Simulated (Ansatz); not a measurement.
**SnSe$_{2}$: clamped-ion strain scan**

Level of theory: DFT PBEsol, scalar-relativistic, plane waves, PAW (Ansatz). The runs took a 420 eV cutoff, a Γ-centred 12×12×6 mesh and Gaussian smearing (0.05 eV). No spin polarisation. Energies are free energies at this smearing, counted from the undisturbed cell; pressure is positive in compression.

The starting cell (relaxed at this level):

```yaml
crystal:
  lattice:
    - [3.81892, 0.00000, 0.00000]
    - [-1.90946, 3.30728, 0.00000]
    - [0.00000, 0.00000, 6.14557]
  atoms:
    - { symbol: Sn, position: [0.00000, 0.00000, 0.00000] }
    - { symbol: Se, position: [0.33333, 0.66667, 0.25807] }
    - { symbol: Se, position: [0.66667, 0.33333, 0.74193] }
```

The cell holds layers and no dispersion correction was added, so their binding is poorly described.

The cell is strained by ε times the Voigt pattern (1, -1, 0, 0, 0, 0) (xx, yy, zz, yz, xz, xy; engineering shear) with fractional coordinates fixed.

```csv
ε,ΔE (meV/atom),"stress summed along the pattern (GPa, tension positive)",pressure (GPa),gap on the mesh (eV)
-0.0600,48.6,-10.21,0.8,0.00
-0.0300,11.6,-4.89,0.2,0.26
0.0000,0.0,0.00,0.0,0.48
0.0150,2.7,2.19,0.0,0.34
0.0450,23.2,6.14,0.4,0.07
0.0600,40.4,?,?,0.00
```

Where the gap reads zero the k-mesh, chosen for the insulator, is on the coarse side.

Problem. Give the withheld values.

Solution. stress summed along the pattern (GPa, tension positive) at ε = 0.0600: 7.89; pressure (GPa) at ε = 0.0600: 0.7.

Cost: 6 runs of about 2.7 core-minutes in all, on Intel Xeon Platinum 8259CL (Skylake/Cascade Lake) (shared hosts).